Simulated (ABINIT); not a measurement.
Input of an ABINIT 10.8.3 (patched build) run:

run.abi

```
ndtset 7
getwfk -1
scalecart1 3*0.9795861087
scalecart2 3*0.9864848297
scalecart3 3*0.9932883884
scalecart4 3*1.0000000000
scalecart5 3*1.0066227096
scalecart6 3*1.0131594038
scalecart7 3*1.0196128224

pp_dirpath "./"
pseudos "Au.LDA_PW-JTH.xml"

acell 2.8779245994 2.8779245994 2.8779245994 Angstrom
rprim
     0.0000000000     0.7071067812     0.7071067812
     0.7071067812     0.0000000000     0.7071067812
     0.7071067812     0.7071067812     0.0000000000
ntypat 1
znucl 79
natom 1
typat 1
xred
     0.0000000000     0.0000000000     0.0000000000

ecut 25.0
pawecutdg 47.0

kptopt 1
ngkpt 11 11 11
nshiftk 1
shiftk 0.0 0.0 0.0

ixc 2

nband 10
occopt 3
tsmear 0.05 eV

nstep 100
tolvrs 1.0e-9

iomode 3
prtwf 1
prtden 0
prteig 0
prtebands 0
enunit 1
```

Potentials or basis: JTH PAW LDA v2.0.

Launch:

```console
$ abinit run.abi > log 2>&1
```

Question: Predict the bulk modulus.

Answer: 196 GPa.

Question: What does it give for the equilibrium volume?

Answer: 16.61 Å³/atom.

Question: What does it give for the pressure derivative of the bulk modulus?

Answer: 5.8.

Energy against volume, from the lowest point:
```csv
volume (Å³/atom),energy (meV/atom)
15.843,23.65
16.181,6.83
16.518,0.00
16.855,1.89
17.192,11.35
17.529,27.38
17.866,49.16
```

Caveat: pressures at fixed basis lie under the slope of the energies. The run has no spin-orbit coupling, so splittings on Au are missing.

**Experimental background.**

“Exploring toroidal anvil profiles for larger sample volumes above 4 Mbar”, 2024, pmc:11102561 quotes, for a bulk crystal of Au: bulk modulus 167 GPa.

A measured bulk modulus of Au is 167 GPa (quoted in “Exploring toroidal anvil profiles for larger sample volumes above 4 Mbar”, 2024, pmc:11102561); the calculated 196 GPa misses it by +17.5 %. The fit is for a static lattice scaled at fixed shape and fixed fractional positions.
